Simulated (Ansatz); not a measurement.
## Al on a Ga site in GaN

Computed with the plane-wave PAW code Ansatz (scalar-relativistic, PAW set soft_2): PBE, no spin polarisation, 420 eV cutoff, k-mesh 2×2×2 shifted by half a step.

The relaxed host crystal (Kohn–Sham gap 1.71 eV):

```cif
data_structure
_symmetry_space_group_name_H-M 'P 1'
_symmetry_Int_Tables_number 1
_cell_length_a 3.2184
_cell_length_b 3.2184
_cell_length_c 5.2431
_cell_angle_alpha 90.000
_cell_angle_beta 90.000
_cell_angle_gamma 120.000
_cell_volume 47.03
loop_
_atom_site_label
_atom_site_type_symbol
_atom_site_fract_x
_atom_site_fract_y
_atom_site_fract_z
_atom_site_occupancy
Ga1 Ga 0.66667 0.33333 0.49913 1
Ga2 Ga 0.33333 0.66667 0.99913 1
N1 N 0.66667 0.33333 0.87587 1
N2 N 0.33333 0.66667 0.37587 1
```

Supercell of 36 atoms, rows of the matrix [[2,1,1],[-1,1,1],[-1,-2,1]] times the cell vectors; Al on a Ga site at (0.667, 0.333, 0.499) in fractions of the cell above. Atoms are relaxed at the host's cell.

Distances from the Al atom (Å), by shell of the perfect crystal:

```csv
shell,perfect crystal,"relaxed, charge 0"
4 N,1.97,1.92
12 Ga,3.22,3.21
1 N,3.27,3.26
```

| charge | gap of the cell on the mesh (eV) | carriers |
| --- | --- | --- |
| 0 | 3.14 | none in the bands |

On this mesh the host's own supercell has a gap of 3.09 eV.

Formation energy of the neutral defect: -1.81 eV, taking atoms from and to the elements' standard states (no corrections for gases), so it belongs to those chemical potentials alone.

A negative value doesn't mean that the atoms enter by themselves: with the elements as reservoirs, compounds of them would form first.

Caveats: semilocal functionals make gaps too small, which shifts levels too; small supercell, so energies and levels can be off by tenths of an eV; the atoms kept the symmetry of the start, so a distorted state could lie lower.
